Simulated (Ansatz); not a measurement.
Relaxed (101) slab cut from Si2Mo (space group I4/mmm (No. 139)); the slab's formula is Si2Mo, its outer planes Si (top) and Si (bottom):

```
CELL_PARAMETERS angstrom
3.21685 0.00000 0.00000
-1.60842 4.25243 0.00000
0.00000 0.00000 25.92935
ATOMIC_POSITIONS crystal
Si 0.44060 0.88062 0.29542
Mo 0.14923 0.29883 0.33047
Si 0.85817 0.71645 0.36530
Si 0.57360 0.14729 0.40343
Mo 0.28721 0.57446 0.44321
Si 0.00010 0.00029 0.48086
Si 0.71521 0.43034 0.51914
Mo 0.42810 0.85617 0.55679
Si 0.14171 0.28334 0.59657
Si 0.85715 0.71418 0.63470
Mo 0.56608 0.13180 0.66953
Si 0.27472 0.55001 0.70458
```

The calculation used DFT PBE, scalar-relativistic, plane waves, PAW (Ansatz). Cutoff 420 eV; k points 11×8×1 on the computed 12-atom cell (Γ-centred); Gaussian smearing, width 0.10 eV; no spin polarisation. A dipole correction removes the field between periodic images along c.

The potential is the smooth part; its values at the atoms depend on the PAW datasets.

Problem. How does the plane-averaged electrostatic potential energy of an electron run along c, counted from the Fermi level?

Solution. z (Å), V (eV) and a bar:
```
     2.88       4.97 ##############################
     3.17       4.97 ##############################
     3.46       4.97 ##############################
     3.75       4.97 ##############################
     4.03       4.97 ##############################
     4.32       4.96 ##############################
     4.61       4.96 ##############################
     4.90       4.95 ##############################
     5.19       4.92 ##############################
     5.47       4.87 ##############################
     5.76       4.76 ##############################
     6.05       4.51 #############################
     6.34       3.99 ############################
     6.63       2.90 ###########################
     6.91       0.69 #######################
     7.20      -3.20 #################
     7.49      -6.95 ###########
     7.78      -9.94 ######
     8.07     -12.33 ##
     8.36     -13.39
     8.64     -13.65
     8.93     -13.35
     9.22     -12.00 ###
     9.51     -10.21 ######
     9.80      -9.32 #######
    10.08      -9.13 #######
    10.37      -9.28 #######
    10.66      -9.96 ######
    10.95     -11.16 ####
    11.24     -12.23 ##
    11.52     -12.94 #
    11.81     -12.53 ##
    12.10     -11.52 ###
    12.39     -10.14 ######
    12.68      -9.29 #######
    12.96      -9.18 #######
    13.25      -9.29 #######
    13.54     -10.14 ######
    13.83     -11.52 ###
    14.12     -12.53 ##
    14.41     -12.94 #
    14.69     -12.23 ##
    14.98     -11.16 ####
    15.27      -9.96 ######
    15.56      -9.28 #######
    15.85      -9.13 #######
    16.13      -9.32 #######
    16.42     -10.21 ######
    16.71     -12.00 ###
    17.00     -13.35
    17.29     -13.65
    17.57     -13.39
    17.86     -12.33 ##
    18.15      -9.94 ######
    18.44      -6.95 ###########
    18.73      -3.20 #################
    19.01       0.69 #######################
    19.30       2.90 ###########################
    19.59       3.99 ############################
    19.88       4.51 #############################
    20.17       4.76 ##############################
    20.46       4.87 ##############################
    20.74       4.92 ##############################
    21.03       4.95 ##############################
    21.32       4.96 ##############################
    21.61       4.96 ##############################
    21.90       4.97 ##############################
    22.18       4.97 ##############################
    22.47       4.97 ##############################
    22.76       4.97 ##############################
    23.05       4.97 ##############################
```

The vacuum level lies 4.97 eV above the Fermi level.

Cost: 1 run of about 18 core-minutes, on Intel Xeon Processor @ 2.50GHz (Skylake/Cascade Lake) (shared hosts).